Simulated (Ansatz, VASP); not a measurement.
**AlH2 in VASP and in Ansatz**

```
H Al
1.0
     5.51481    0.00000    0.00000
     0.00000    3.38424    0.00000
     0.00000    0.00000    6.38036
H Al
8 4
Direct
  0.85037 0.25000 0.02860
  0.64963 0.75000 0.52860
  0.35037 0.25000 0.47140
  0.14963 0.75000 0.97140
  0.49294 0.25000 0.81697
  0.00706 0.75000 0.31697
  0.99294 0.25000 0.68303
  0.50706 0.75000 0.18303
  0.18139 0.25000 0.89284
  0.31861 0.75000 0.39284
  0.68139 0.25000 0.60716
  0.81861 0.75000 0.10716
```

Alike in both runs: functional r2SCAN; k mesh 4 × 6 × 3; occupations methfessel-paxton of order 1, width 0.0293 eV; no spin polarisation.

Ansatz relaxed the structure, and its values are those at the end. VASP's run is a single point on that final structure, the one shown.

```csv
,VASP,Ansatz
version,VASP 6.6.1,Ansatz 0.2.0
potentials or method,"VASP PAW PBE potentials, release 64 (H, Al)",PAW plane waves
plane-wave cutoff (eV),520,500
valence electrons in the cell,20,20
```

VASP gave:

* pressure (GPa): 1.6

Question: What did Ansatz give for the same quantities?

Answer: Pressure (GPa): 2.0.

With one functional, cell and mesh, what is left measures potentials, basis and numerics. Ansatz warned: «stress_scf_threshold_loose».

Caveats: the PAW data sets were made with another functional, which shifts forces and pressure a little (VASP).
